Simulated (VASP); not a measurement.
## CaSe (strained rocksalt): a r²SCAN single-point calculation in VASP

INCAR

```
LWAVE = .FALSE.
NBANDS = 15
LCHARG = .FALSE.
ENCUT = 520
NSW = 0
LASPH = .TRUE.
PREC = Accurate
ISMEAR = 0
SIGMA = 0.01
METAGGA = R2SCAN
IBRION = -1
NELM = 120
ALGO = Normal
LREAL = .FALSE.
ISIF = 2
EDIFF = 1E-7
```

KPOINTS

```
KPOINTS created by Atomic Simulation Environment
0
Gamma
8 8 8
0 0 0
```

KPOINTS_OPT

```
special points
7
Reciprocal
0.0000000000 0.0000000000 0.0000000000 1
0.5000000000 0.0000000000 0.5000000000 1
0.6250000000 0.2500000000 0.6250000000 1
0.3750000000 0.3750000000 0.7500000000 1
0.5000000000 0.5000000000 0.5000000000 1
0.5000000000 0.2500000000 0.7500000000 1
0.5000000000 0.5000000000 0.0000000000 1
```

POSCAR

```
Ca Se
 1.0000000000000000
     0.0000000000000000    3.0565611637000001    2.9378032961999998
     3.0565611637000001    0.0000000000000000    2.9378032961999998
     3.0565611637000001    3.0565611637000001    0.0000000000000000
 Ca  Se
   1   1
Cartesian
  0.0000000000000000  0.0000000000000000  0.0000000000000000
  3.0565611636999996  3.0565611636999996  2.9378032961999994
```

VASP ran with the recommended PBE PAW datasets (16 valence electrons in the cell).

Command

```
mpirun -np 1 vasp_std
```

From OUTCAR

```
k-points           NKPTS =     59   k-points in BZ     NKDIM =     59   number of bands    NBANDS=     15

   NELECT =      16.0000    total number of electrons

   dimension x,y,z NGX =    32 NGY =   32 NGZ =   32
   dimension x,y,z NGXF=    64 NGYF=   64 NGZF=   64

  energy-cutoff  :      520.00
  volume of cell :       54.89
      direct lattice vectors                 reciprocal lattice vectors
     0.000000000  3.056561164  2.937803296    -0.163582527  0.163582527  0.170195193
     3.056561164  0.000000000  2.937803296     0.163582527 -0.163582527  0.170195193
     3.056561164  3.056561164  0.000000000     0.163582527  0.163582527 -0.170195193

 k-points in reciprocal lattice and weights: KPOINTS created by Atomic Simulation Env
   0.00000000  0.00000000  0.00000000       0.002
   0.12500000  0.00000000  0.00000000       0.016
   0.25000000  0.00000000  0.00000000       0.016
   0.37500000  0.00000000  0.00000000       0.016
   0.50000000  0.00000000  0.00000000       0.008
   0.12500000  0.12500000  0.00000000       0.004
   0.25000000  0.12500000  0.00000000       0.016
   0.37500000  0.12500000  0.00000000       0.016
   ...

 E-fermi :   1.8914

 k-point     1 :       0.0000    0.0000    0.0000
  band No.  band energies     occupation
      1     -39.6919      2.00000
      2     -19.7976      2.00000
      3     -19.7976      2.00000
      4     -19.7835      2.00000
      5     -10.2078      2.00000
      6       1.7877      2.00000
      7       1.7877      2.00000
      8       1.7909      2.00000
      9       5.5273      0.00000
     10       5.9503      0.00000
     11       5.9503      0.00000
     12       6.1947      0.00000
     13       6.5099      0.00000
     14       6.7111      0.00000
     15      12.1703      0.00000

 k-point     2 :       0.1250    0.0000    0.0000
  band No.  band energies     occupation
      1     -39.6912      2.00000
      2     -19.8078      2.00000
      3     -19.7989      2.00000
      4     -19.7870      2.00000
      5     -10.1245      2.00000
      6       1.1044      2.00000
      7       1.5799      2.00000
      8       1.5856      2.00000
      9       5.8765      0.00000
     10       6.1674      0.00000
     11       6.2813      0.00000
     12       6.4816      0.00000
     13       6.8699      0.00000
     14       7.1270      0.00000
     15      12.2004      0.00000

 k-point     3 :       0.2500    0.0000    0.0000
  band No.  band energies     occupation
      1     -39.6895      2.00000
      2     -19.8376      2.00000
      3     -19.8019      2.00000
      4     -19.7896      2.00000
      5      -9.9140      2.00000
      6      -0.0539      2.00000
      7       1.1674      2.00000
      8       1.1765      2.00000
      9       6.0299      0.00000
     10       6.6925      0.00000
     11       6.7739      0.00000
     12       7.6903      0.00000
     13       7.7800      0.00000
     14       8.1787      0.00000
     15      11.5635      0.00000

 k-point     4 :       0.3750    0.0000    0.0000
  band No.  band energies     occupation
      1     -39.6878      2.00000
      2     -19.8681      2.00000
      3     -19.8049      2.00000
      4     -19.7910      2.00000
      5      -9.6871      2.00000
      6      -0.9423      2.00000
      7       0.8328      2.00000
      8       0.8419      2.00000
      9       6.3952      0.00000
     10       7.3805      0.00000
     11       7.3827      0.00000
     12       8.1667      0.00000
     13       8.7931      0.00000
     14       9.0488      0.00000
     15      11.0096      0.00000

 k-point     5 :       0.5000    0.0000    0.0000
  band No.  band energies     occupation
      1     -39.6871      2.00000
      2     -19.8806      2.00000
      3     -19.8062      2.00000
      4     -19.7916      2.00000
      5      -9.5874      2.00000
      6      -1.2715      2.00000
      7       0.7096      2.00000
      8       0.7182      2.00000
      9       6.7915      0.00000
     10       7.6804      0.00000
     11       7.7577      0.00000
     12       7.7990      0.00000
     13       9.4465      0.00000
     14       9.7261      0.00000
     15      10.1037      0.00000

 k-point     6 :       0.1250    0.1250    0.0000
  band No.  band energies     occupation
      1     -39.6908      2.00000
      2     -19.8018      2.00000
      3     -19.8018      2.00000
      4     -19.7969      2.00000
      5     -10.0868      2.00000
      6       0.8713      2.00000
      7       1.5487      2.00000
      8       1.5487      2.00000
      9       5.8329      0.00000
     10       5.9354      0.00000
     11       6.5281      0.00000
     12       6.5281      0.00000
     13       6.6213      0.00000
     14       8.0239      0.00000
     15      12.3262      0.00000

 k-point     7 :       0.2500    0.1250    0.0000
  band No.  band energies     occupation
      1     -39.6894      2.00000
      2     -19.8267      2.00000
      3     -19.8060      2.00000
      4     -19.7967      2.00000
      5      -9.9231      2.00000
      6       0.0688      2.00000
      7       1.1792      2.00000
      8       1.2491      2.00000
      9       5.7267      0.00000
     10       6.4831      0.00000
     11       6.8685      0.00000
     12       7.2180      0.00000
     13       7.2919      0.00000
     14       9.2311      0.00000
     15      11.8843      0.00000

 k-point     8 :       0.3750    0.1250    0.0000
  band No.  band energies     occupation
      1     -39.6877      2.00000
      2     -19.8570      2.00000
      3     -19.8090      2.00000
      4     -19.7970      2.00000
      5      -9.7185      2.00000
      6      -0.6984      2.00000
      7       0.7669      2.00000
      8       0.9160      2.00000
      9       5.9786      0.00000
     10       7.2878      0.00000
     11       7.4848      0.00000
     12       7.9605      0.00000
     13       8.0586      0.00000
     14       9.6454      0.00000
     15      11.0942      0.00000

 k-point     9 :       0.5000    0.1250    0.0000
  band No.  band energies     occupation
      1     -39.6868      2.00000
      2     -19.8738      2.00000
      3     -19.8092      2.00000
      4     -19.7989      2.00000
      5      -9.5964      2.00000
      6      -1.0974      2.00000
      7       0.5647      2.00000
      8       0.7231      2.00000
      9       6.5378      0.00000
     10       7.6544      0.00000
     11       7.8494      0.00000
     12       7.9732      0.00000
     13       8.7631      0.00000
     14       9.6242      0.00000
     15      10.4660      0.00000

 k-point    10 :      -0.3750    0.1250    0.0000
  band No.  band energies     occupation
      1     -39.6871      2.00000
      2     -19.8688      2.00000
      3     -19.8063      2.00000
      4     -19.8001      2.00000
      5      -9.6405      2.00000
      6      -0.9702      2.00000
      7       0.6264      2.00000
      8       0.7417      2.00000
      9       6.6635      0.00000
     10       7.3833      0.00000
     11       7.6173      0.00000
     12       8.1575      0.00000
     13       8.5768      0.00000
     14       9.4164      0.00000
     15      10.8319      0.00000

 k-point    11 :      -0.2500    0.1250    0.0000
  band No.  band energies     occupation
      1     -39.6885      2.00000
      2     -19.8465      2.00000
      3     -19.8020      2.00000
      4     -19.7982      2.00000
      5      -9.8196      2.00000
      6      -0.3678      2.00000
      7       0.9283      2.00000
      8       0.9667      2.00000
      9       6.2985      0.00000
     10       6.7295      0.00000
     11       7.4230      0.00000
     12       7.5453      0.00000
     13       8.3203      0.00000
     14       8.7294      0.00000
     15      11.4228      0.00000

 k-point    12 :      -0.1250    0.1250    0.0000
  band No.  band energies     occupation
      1     -39.6902      2.00000
      2     -19.8222      2.00000
      3     -19.7990      2.00000
      4     -19.7917      2.00000
      5     -10.0178      2.00000
      6       0.4644      2.00000
      7       1.3116      2.00000
      8       1.3539      2.00000
      9       6.1223      0.00000
     10       6.2658      0.00000
     11       6.6426      0.00000
     12       6.9194      0.00000
     13       7.6062      0.00000
     14       7.6620      0.00000
     15      12.2136      0.00000

 k-point    13 :       0.2500    0.2500    0.0000
  band No.  band energies     occupation
      1     -39.6884      2.00000
      2     -19.8237      2.00000
      3     -19.8119      2.00000
      4     -19.8119      2.00000
      5      -9.8425      2.00000
      6      -0.2130      2.00000
      7       1.1502      2.00000
      8       1.1502      2.00000
      9       5.1391      0.00000
     10       6.5634      0.00000
     11       6.9069      0.00000
     12       7.6468      0.00000
     13       7.6469      0.00000
     14      10.5350      0.00000
     15      11.2603      0.00000

 ...

  Total       -1.0402059     -1.0402059      0.0901498      0.0000000      0.0000000     -0.0000000
  in kB      -30.3606458    -30.3606458      2.6312154      0.0000000      0.0000000     -0.0000000
  external PRESSURE =     -19.3633587 kB  Pullay stress =       0.0000000 kB

 POSITION                                       TOTAL-FORCE (eV/Angst)
 -----------------------------------------------------------------------------------
      0.00000      0.00000      0.00000         0.000000      0.000000      0.000000
      3.05656      3.05656      2.93780         0.000000      0.000000      0.000000
 -----------------------------------------------------------------------------------
    total drift:                                0.000000     -0.000000     -0.000000

  FREE ENERGIE OF THE ION-ELECTRON SYSTEM (eV)
  ---------------------------------------------------
  free  energy   TOTEN  =       -25.9489531265 eV

  energy  without entropy=      -25.9489531265  energy(sigma->0) =      -25.94895313
```

```yaml
gap_between_bands_v_and_c: 2.60 eV
least_direct_gap: 3.43 eV
pressure: -1.9 GPa
```

Band v is the last that the valence electrons fill when counted band by band, and c is the next.

The run took about 2 min on one core of a shared host (Intel Xeon Platinum 8488C) and held 0.23 GiB at most.
